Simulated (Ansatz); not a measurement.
# TaN — electric field gradients

The cell is a COD entry whose atoms were relaxed with PBE, the cell held.

```cif
data_TaN
_symmetry_space_group_name_H-M 'P6/mmm'
_symmetry_Int_Tables_number 191
_cell_length_a 5.1850
_cell_length_b 5.1850
_cell_length_c 2.9080
_cell_angle_alpha 90.000
_cell_angle_beta 90.000
_cell_angle_gamma 120.000
loop_
_atom_site_label
_atom_site_type_symbol
_atom_site_symmetry_multiplicity
_atom_site_Wyckoff_symbol
_atom_site_fract_x
_atom_site_fract_y
_atom_site_fract_z
Ta1 Ta 1 a 0.0000 0.0000 0.0000
Ta2 Ta 2 d 0.3333 0.6667 0.5000
N N 3 f 0.5000 0.0000 0.0000
```

One atom of each set is listed.

All values are calculated (Ansatz; DFT, PBE, plane waves and PAW, with spin–orbit coupling, 420 eV cutoff, Γ-centred 10×10×16 k-points, Fermi–Dirac smearing 0.05 eV), not measured. Start moments as typed (μB): 2 on each Ta, none on the rest.

V_zz is the principal component of the electric field gradient with the largest magnitude, η = (V_xx − V_yy)/V_zz and C_Q = eQV_zz/h. ν_Q = 3|C_Q|/[2I(2I − 1)].

Ta-181: I = 7/2, Q = 3170 mb; 14N: I = 1, Q = 20.44 mb. Quadrupole moments are those of Pyykkö's year-2017 table.

(1) Which values are expected at the nuclei?

Answers

(1) 

```tsv
site	atoms	first shell	C_Q (MHz)	η	ν_Q (MHz)
Ta1	1	6 N at 2.59 Å	-3727	0.00	266
Ta2	2	6 N at 2.09 Å	-2907	0.00	208
N	3	4 Ta at 2.09 Å; also 2 Ta at 2.59 Å	1.43	0.80	2.15
```

An axis of threefold or higher order runs through Ta1 and Ta2, so V_zz lies along it and η is zero.

At this cell the PBE pressure is 10 GPa, so with PBE the cell would grow if it were relaxed. The entry's cell may itself be off. The run finds no gap above 0.1 eV (a metal, or nearly one), so the gradients can move by 10 % or more with the k-mesh. With these PAW files V_zz is typically within 2 to 3 % of all-electron values, but misses above 10 % occur on Ta.

Hardware: 1 thread of Intel Xeon 6975P-C (Granite Rapids) (x86_64; 16 cores open to the job, memory cap 3.0 GiB, no GPU), a shared host with a load of 0.5 a core. Wall time 3.1 min, CPU time 3.1 min, peak memory 1.2 GiB.
